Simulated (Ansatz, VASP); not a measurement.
Two plane-wave programs on Ca

```
CELL_PARAMETERS angstrom
0.00000 2.76389 2.76389
2.76389 0.00000 2.76389
2.76389 2.76389 0.00000
ATOMIC_POSITIONS crystal
Ca 0.00000 0.00000 0.00000
```

Alike in both runs: task single point; functional PBEsol; k mesh 16 × 16 × 16; occupations fermi-dirac, width 0.1 eV; no spin polarisation.

|  | VASP | Ansatz |
| --- | --- | --- |
| version | VASP 6.6.1 | Ansatz 0.2.0 |
| potentials or method | VASP PAW PBE potentials, release 64 (Ca_sv) | plane waves (420 eV) with PAW, scalar-relativistic |
| plane-wave cutoff (eV) | 520 | 420 |
| valence electrons in the cell | 10 | 10 |

```tsv
	VASP	Ansatz	Ansatz less VASP
pressure (GPa)	-0.7	-0.7	+0.01
```

Ansatz warned: «pseudo_functional_mismatch».

Caveats: the PAW data sets were made with another functional, which shifts forces and pressure a little (VASP).
